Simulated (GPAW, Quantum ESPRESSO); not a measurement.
# BeS (F-43m): the S K absorption edge, part 2 of 2

Aim: the S K edge of BeS (F-43m) by two routes, a Lanczos recursion (XSpectra) and a sum over empty bands (GPAW), to see which features are robust.

Quantum ESPRESSO 7.5 and GPAW 26.7.0; core-hole supercells, plane-wave PAW LDA.

So far. Step 12 (The field without a hole (GPAW)): The mesh shows a gap of 2.99 eV, so the hole is first treated in a charged cell, without the excited electron. Step 13 (Spectrum without a core hole, S atom 1 (GPAW)): Main maxima below 24 eV (height): 4.0 eV (1.42), 5.9 eV (1.96), 7.9 eV (1.64) and 14.0 eV (1.17). 

The database entry behind the starting cell differs from later determinations by our own check (0.1 to 0.3 % short, probably kX units), so it need not match the best structure at ambient conditions.

## (14) Supercell without a hole, the energy reference (GPAW)

Total energies of two programs can't be mixed, so the cell and mesh of GPAW's hole run get a reference energy of their own.

scf.py

```python
import numpy as np
from ase import Atoms
from ase.parallel import parprint, paropen
from gpaw import GPAW, PW, FermiDirac, Mixer, MixerDif, setup_paths
from gpaw.test import gen
setup_paths.insert(0, '.')
gen('S', name='nch1s', xcname='LDA', corehole=(1, 0, 0), write_xml=True)
from gpaw.mpi import world
world.barrier()

atoms = Atoms('S6Be6',
    cell=[[2.425, 4.85, 2.425],
     [2.425, -4.85, 2.425],
     [2.425, -2.425, -4.85]],
    scaled_positions=[[0.125, 0.375, 0],
     [0.79166667, 0.375, 0.33333333],
     [0.625, 0.875, 0],
     [0.45833333, 0.375, 0.66666667],
     [0.29166667, 0.875, 0.33333333],
     [0.95833333, 0.875, 0.66666667],
     [0, 0, 0],
     [0.66666667, 0, 0.33333333],
     [0.5, 0.5, 0],
     [0.33333333, 0, 0.66666667],
     [0.16666667, 0.5, 0.33333333],
     [0.83333333, 0.5, 0.66666667]],
    pbc=True)
atoms.calc = calc = GPAW(legacy_gpaw=True, mode=PW(500), xc='LDA', setups={0: 'nch1s'},
    kpts={'size': (4, 3, 4), 'gamma': True}, occupations=FermiDirac(0.02),
    charge=0, mixer=Mixer(0.1, 5, 50), maxiter=150,
    convergence={'density': 0.0001}, txt='scf.txt')
energy = atoms.get_potential_energy() + calc.get_reference_energy()
ef = calc.get_fermi_level()
out = dict(energy=energy, fermi=ef, forces=atoms.get_forces().tolist())
parprint(f'all-electron energy {energy:.4f} eV, Fermi level {ef:.4f} eV')
ev = np.array([[calc.get_eigenvalues(k, s) for k in range(len(calc.get_ibz_k_points()))] for s in range(calc.get_number_of_spins())])
out['homo'], out['lumo'], out['counts'] = ev[ev < ef].max(), ev[ev > ef].min(), sorted(set((ev < ef).sum((0, 2)).tolist()))
out['filled'] = (ev[:, 0] < ef).sum(1).tolist()
import json
with paropen('out.json', 'w') as f:
    json.dump(out, f)
```

The run is started by

```sh
> OMP_NUM_THREADS=1 mpirun -n 4 gpaw python scf.py
```

The job ended after 15 s (4 MPI ranks of Arm Neoverse V2, shared host; peak memory 0.25 GiB; 58 s of CPU time).

Reference energy: -67373.246 eV with the cores included.

## (15) Spectrum with FCH, S atom 1 (GPAW)

The holes are 5.9 Å apart. The excited electron is left out and a uniform background balances the charge. After the field has converged, empty bands are computed with the density fixed and the dipole matrix elements are summed.

xas.py

```python
import numpy as np
from ase import Atoms
from ase.parallel import parprint, paropen
from gpaw import GPAW, PW, FermiDirac, Mixer, MixerDif, setup_paths
from gpaw.test import gen
setup_paths.insert(0, '.')
gen('S', name='fch1s', xcname='LDA', corehole=(1, 0, 1), write_xml=True)
from gpaw.mpi import world
world.barrier()

atoms = Atoms('S6Be6',
    cell=[[2.425, 4.85, 2.425],
     [2.425, -4.85, 2.425],
     [2.425, -2.425, -4.85]],
    scaled_positions=[[0.125, 0.375, 0],
     [0.79166667, 0.375, 0.33333333],
     [0.625, 0.875, 0],
     [0.45833333, 0.375, 0.66666667],
     [0.29166667, 0.875, 0.33333333],
     [0.95833333, 0.875, 0.66666667],
     [0, 0, 0],
     [0.66666667, 0, 0.33333333],
     [0.5, 0.5, 0],
     [0.33333333, 0, 0.66666667],
     [0.16666667, 0.5, 0.33333333],
     [0.83333333, 0.5, 0.66666667]],
    pbc=True)
atoms.calc = calc = GPAW(legacy_gpaw=True, mode=PW(500), xc='LDA', setups={0: 'fch1s'},
    kpts={'size': (4, 3, 4), 'gamma': True}, occupations=FermiDirac(0.02),
    charge=0, mixer=Mixer(0.1, 5, 50), maxiter=150,
    convergence={'density': 0.0001}, txt='scf.txt')
energy = atoms.get_potential_energy() + calc.get_reference_energy()
ef = calc.get_fermi_level()
out = dict(energy=energy, fermi=ef, forces=atoms.get_forces().tolist())
parprint(f'all-electron energy {energy:.4f} eV, Fermi level {ef:.4f} eV')
ev = np.array([[calc.get_eigenvalues(k, s) for k in range(len(calc.get_ibz_k_points()))] for s in range(calc.get_number_of_spins())])
out['homo'], out['lumo'], out['counts'] = ev[ev < ef].max(), ev[ev > ef].min(), sorted(set((ev < ef).sum((0, 2)).tolist()))
out['filled'] = (ev[:, 0] < ef).sum(1).tolist()

from ase.units import Ha
from gpaw.xas import dipole_matrix_elements
nb = int(calc.get_number_of_electrons() / 2) + 105
top, nb = nb, nb + 8 + nb // 12
nscf = calc.fixed_density(kpts={'size': (5, 4, 5), 'gamma': True}, nbands=nb,
    convergence={'bands': top, 'eigenstates': 1e-5}, maxiter=60, txt='nscf.txt')
cell = atoms.cell.array
ops = [cell.T @ U.T @ np.linalg.inv(cell.T) for U in nscf.wfs.kd.symmetry.op_scc]
filled = [24]  # bands filled in the ground state, by spin
E = np.arange(-6, 34, 0.1)
fwhm = np.interp(E, [4, 25], [0.9, 3.5])
Y, X, zero, highest = 0, 0, 1e9, 1e9
for spin in range(nscf.get_number_of_spins()):
    wfs = nscf.wfs
    A = dipole_matrix_elements(wfs.setups[0])
    eps = np.zeros((wfs.kd.nibzkpts, nb))
    d = np.zeros((3, A.shape[1], wfs.kd.nibzkpts, nb), complex)
    for kpt in wfs.kpt_u:
        if kpt.s == spin and 0 in kpt.P_ani:
            eps[kpt.k] = kpt.eps_n * Ha
            d[:, :, kpt.k] = (kpt.weight * wfs.nspins / 2) ** 0.5 * np.inner(A, kpt.P_ani[0])
    world.sum(eps)
    world.sum(d)
    T = np.einsum('amkn,bmkn->abkn', d, d.conj()).real
    T = sum(np.einsum('ai,ijkn,bj->abkn', R, T, R) for R in ops) / len(ops)
    empty = np.ones_like(eps, bool) & (np.arange(nb) >= filled[spin])
    zero, highest = min(zero, eps[empty].min()), min(highest, eps[:, top - 1].min())
    lines = [(eps, T, empty)] if spin == 0 else lines + [(eps, T, empty)]
for eps, T, empty in lines:
    f = np.einsum('aakn->akn', T).reshape(3, -1)
    x = eps.ravel() - zero
    w = np.interp(x, E, fwhm) / 2.35482
    g = np.exp(-0.5 * ((E[:, None] - x) / w) ** 2) / (w * (2 * np.pi) ** 0.5)
    Y = Y + (f * empty.ravel()) @ g.T
    X = X + (f * ~empty.ravel()) @ g.T
out.update(E=E.round(2).tolist(), xas=Y.tolist(), xes=X.tolist(), zero=zero, valid=highest - zero, nk=len(eps), nb=nb)
for i in range(0, len(E), 10):
    parprint(f'{E[i]:7.2f}', *(f'{v:10.3e}' for v in Y[:, i]))
import json
with paropen('out.json', 'w') as f:
    json.dump(out, f)
```

The run is started by

```sh
> OMP_NUM_THREADS=1 mpirun -n 4 gpaw python xas.py
```

The job ended after 1.8 min (4 MPI ranks; peak memory 0.41 GiB; 7 min of CPU time).

The S K spectrum, S atom 1, full core hole (charged cell) (energy from the lowest empty level; intensity scaled to a mean of 1 over the first 20 eV):

| E (eV) | intensity |
| --- | --- |
| -2.0 | 0.00 |
| -1.5 | 0.00 |
| -1.0 | 0.00 |
| -0.5 | 0.00 |
| 0.0 | 0.02 |
| 0.5 | 0.08 |
| 1.0 | 0.21 |
| 1.5 | 0.49 |
| 2.0 | 1.01 |
| 2.5 | 1.61 |
| 3.0 | 1.93 |
| 3.5 | 2.10 |
| 4.0 | 2.00 |
| 4.5 | 1.67 |
| 5.0 | 1.55 |
| 5.5 | 1.54 |
| 6.0 | 1.37 |
| 6.5 | 1.26 |
| 7.0 | 1.22 |
| 7.5 | 1.13 |
| 8.0 | 1.02 |
| 8.5 | 1.00 |
| 9.0 | 1.01 |
| 9.5 | 1.01 |
| 10.0 | 0.98 |
| 10.5 | 0.93 |
| 11.0 | 0.88 |
| 11.5 | 0.85 |
| 12.0 | 0.85 |
| 12.5 | 0.92 |
| 13.0 | 1.02 |
| 13.5 | 1.08 |
| 14.0 | 1.06 |
| 14.5 | 0.98 |
| 15.0 | 0.87 |
| 15.5 | 0.78 |
| 16.0 | 0.73 |
| 16.5 | 0.71 |
| 17.0 | 0.69 |
| 17.5 | 0.67 |
| 18.0 | 0.64 |
| 18.5 | 0.60 |
| 19.0 | 0.57 |
| 19.5 | 0.54 |
| 20.0 | 0.52 |
| 20.5 | 0.52 |
| 21.0 | 0.52 |
| 21.5 | 0.53 |
| 22.0 | 0.54 |
| 22.5 | 0.56 |
| 23.0 | 0.57 |
| 23.5 | 0.59 |
| 24.0 | 0.60 |
| 24.5 | 0.61 |
| 25.0 | 0.63 |
| 25.5 | 0.63 |
| 26.0 | 0.64 |
| 26.5 | 0.63 |
| 27.0 | 0.61 |
| 27.5 | 0.59 |
| 28.0 | 0.59 |

Main maxima below 24 eV (height): 3.6 eV (2.10) and 13.6 eV (1.09). 

The hole costs E(hole) − E(ground) = 2467.91 eV, and the lowest empty level of the hole cell on the spectrum's mesh lies at 7.57 eV, which puts the zero at 2475.49 eV. With the free-atom term of -16.82 eV for this edge, the photon energy is 2458.67 eV.

## (16) Excitation energy, S atom 1 (GPAW)

Changed against the first core-hole run: core hole to XCH, with the smearing that suits a partly filled band.

Edit scf.py of step 14 so:

```diff
@@ -6,3 +6,3 @@
 setup_paths.insert(0, '.')
-gen('S', name='nch1s', xcname='LDA', corehole=(1, 0, 0), write_xml=True)
+gen('S', name='fch1s', xcname='LDA', corehole=(1, 0, 1), write_xml=True)
 from gpaw.mpi import world
@@ -27,5 +27,5 @@
     pbc=True)
-atoms.calc = calc = GPAW(legacy_gpaw=True, mode=PW(500), xc='LDA', setups={0: 'nch1s'},
-    kpts={'size': (4, 3, 4), 'gamma': True}, occupations=FermiDirac(0.02),
-    charge=0, mixer=Mixer(0.1, 5, 50), maxiter=150,
+atoms.calc = calc = GPAW(legacy_gpaw=True, mode=PW(500), xc='LDA', setups={0: 'fch1s'},
+    kpts={'size': (4, 3, 4), 'gamma': True}, occupations=FermiDirac(0.04),
+    charge=-1, mixer=Mixer(0.1, 5, 50), maxiter=150,
     convergence={'density': 0.0001}, txt='scf.txt')
```

The run is started by

```sh
> OMP_NUM_THREADS=1 mpirun -n 4 gpaw python scf.py
```

Wall time 15 s (4 MPI ranks); peak memory 0.25 GiB.

The total-energy difference is 2475.97 eV. With the free-atom term of -16.82 eV for this edge, the photon energy is 2459.15 eV.

## (17) The two programs side by side

The line shapes differ (Lorentzian half width 0.4 eV up to 4 eV, rising linearly to 1.75 eV at 25 eV (not a setting of the program: the run's 0.4 eV curve was folded afterwards with a further Lorentzian above 4 eV), against Gaussian full width 0.9 eV up to 4 eV, rising linearly to 3.5 eV at 25 eV), so both get a further Gaussian of 1.5 eV full width before they are compared; the Lorentzian tails remain.

| E (eV) | XSpectra | GPAW |
| --- | --- | --- |
| -2.00 | 0.07 | 0.00 |
| -1.25 | 0.08 | 0.00 |
| -0.50 | 0.12 | 0.02 |
| 0.25 | 0.20 | 0.09 |
| 1.00 | 0.39 | 0.33 |
| 1.75 | 0.77 | 0.83 |
| 2.50 | 1.27 | 1.46 |
| 3.25 | 1.68 | 1.87 |
| 4.00 | 1.80 | 1.88 |
| 4.75 | 1.68 | 1.67 |
| 5.50 | 1.52 | 1.49 |
| 6.25 | 1.37 | 1.34 |
| 7.00 | 1.25 | 1.21 |
| 7.75 | 1.15 | 1.10 |
| 8.50 | 1.08 | 1.02 |
| 9.25 | 1.04 | 1.00 |
| 10.00 | 1.00 | 0.97 |
| 10.75 | 0.96 | 0.91 |
| 11.50 | 0.92 | 0.88 |
| 12.25 | 0.92 | 0.91 |
| 13.00 | 0.95 | 0.99 |
| 13.75 | 0.97 | 1.03 |
| 14.50 | 0.92 | 0.96 |
| 15.25 | 0.84 | 0.84 |
| 16.00 | 0.78 | 0.75 |
| 16.75 | 0.73 | 0.70 |
| 17.50 | 0.70 | 0.67 |
| 18.25 | 0.66 | 0.62 |
| 19.00 | 0.63 | 0.57 |
| 19.75 | 0.60 | 0.54 |
| 20.50 | 0.59 | 0.52 |
| 21.25 | 0.58 | 0.53 |
| 22.00 | 0.58 | 0.54 |
| 22.75 | 0.59 | 0.56 |
| 23.50 | 0.60 | 0.59 |
| 24.25 | 0.61 | 0.61 |
| 25.00 | 0.62 | 0.62 |
| 25.75 | 0.63 | 0.63 |
| 26.50 | 0.63 | 0.62 |
| 27.25 | 0.62 | 0.60 |
| 28.00 | 0.62 | 0.59 |

|  | XSpectra | GPAW |
| --- | --- | --- |
| k mesh of the spectrum | 5×4×5 | 5×4×5 |
| cutoff (eV) | 599 | 500 |
| highest intensity below 16 eV after the common broadening, eV (height) | 3.9 (1.80) | 3.6 (1.92) |
| zero, corrected photon energy (eV) | 2459.0 | 2458.7 |
| core time, hole field and spectrum | 7.6 min | 7 min |

## (18) What the core hole does

XSpectra's curves. Both curves are counted from their own zero, so only the shift of weight within the empty states shows.

| E (eV) | no hole | FCH |
| --- | --- | --- |
| -2.0 | 0.03 | 0.04 |
| -1.0 | 0.05 | 0.06 |
| 0.0 | 0.08 | 0.11 |
| 1.0 | 0.17 | 0.30 |
| 2.0 | 0.40 | 0.83 |
| 3.0 | 0.79 | 1.59 |
| 4.0 | 1.20 | 1.82 |
| 5.0 | 1.15 | 1.53 |
| 6.0 | 1.86 | 1.42 |
| 7.0 | 1.05 | 1.25 |
| 8.0 | 1.59 | 1.06 |
| 9.0 | 1.07 | 1.03 |
| 10.0 | 1.11 | 1.05 |
| 11.0 | 1.09 | 0.93 |
| 12.0 | 0.93 | 0.85 |
| 13.0 | 1.22 | 1.01 |
| 14.0 | 1.05 | 1.16 |
| 15.0 | 1.06 | 0.86 |
| 16.0 | 0.98 | 0.73 |
| 17.0 | 0.90 | 0.76 |
| 18.0 | 0.84 | 0.74 |
| 19.0 | 0.74 | 0.56 |
| 20.0 | 0.83 | 0.60 |
| 21.0 | 0.61 | 0.51 |
| 22.0 | 0.49 | 0.55 |
| 23.0 | 0.70 | 0.69 |
| 24.0 | 0.57 | 0.57 |
| 25.0 | 0.56 | 0.66 |
| 26.0 | 0.74 | 0.80 |
| 27.0 | 0.68 | 0.64 |
| 28.0 | 0.55 | 0.55 |
| 29.0 | 0.47 | 0.55 |
| 30.0 | 0.64 | 0.80 |
| 31.0 | 0.83 | 0.94 |
| 32.0 | 0.86 | 0.88 |

With each curve scaled to its own mean, the area from −2 to 6 eV with the hole is 7.1 against 4.9, and the centre of weight from −1 to 20 eV moves by -1.1 eV: the hole pulls the absorber's empty states down.

## (19) Results

```json
{"absorber and edge": "S K, atom 1 of the ground-state input (counted from 1)", "surroundings": "4 Be at 2.10 Å (tetrahedral, site symmetry -43m)", "highest intensity below 16 eV (XSpectra, narrow line)": "3.7 eV above the zero, height 1.84", "photon energy of the zero, with the added terms": "2459.0 eV (raw 2475.8 eV; LDA puts this hole about 9 eV below PBE, itself good to a few eV)"}
```

**Reading.** The two programs agree closely: 7 % r.m.s. remains over the first 14 eV after a relative shift of 0.2 eV, and their photon-energy zeros differ by 0.3 eV. In XSpectra the S K edge of atom 1, with 4 Be at 2.10 Å (tetrahedral, site symmetry -43m), has its highest intensity of the first 16 eV at 3.7 eV above the zero, near 2463 eV in photon energy (LDA puts this hole about 9 eV below PBE, itself good to a few eV), 1.8 times the mean level of the first 20 eV (Lorentzian half width 0.4 eV). In XSpectra: With each curve scaled to its own mean, the area from −2 to 6 eV with the hole is 7.1 against 4.9, and the centre of weight from −1 to 20 eV moves by -1.1 eV: the hole pulls the absorber's empty states down. In GPAW: With each curve scaled to its own mean, the area from −2 to 6 eV with the hole is 7.5 against 4.8, and the centre of weight from −1 to 20 eV moves by -1.4 eV: the hole pulls the absorber's empty states down. In XSpectra the neutral-cell energy lies +0.7 eV from the charged-cell zero, a gap made of the charged-cell error and of where the added electron settles. In GPAW the neutral-cell energy lies +0.5 eV from the charged-cell zero, a gap made of the charged-cell error and of where the added electron settles. The holes are only 5.9 Å apart, so the shape is probably not converged with cell size; no larger cell was run here. The structure is a published determination, not relaxed.

[Logs are printed without paths, hosts, clocks, repeated set-up lines and the standing remarks that a program may print on its own settings, such as how far it seeks lower states.]

[Hosts, paths, dates, database ids (printed as entryN), source tags and the programs' standing remarks are cut or masked in the printed files.]

[Lists of maxima count a maximum above −3 eV only where it reaches 4 % of the highest in the window and stands out from its surroundings by 2 % of it (1.5 % where it reaches 55 %); shoulders and weaker maxima are passed over, and of the rest the first, up to two pre-edge ones and the few strongest are named.]
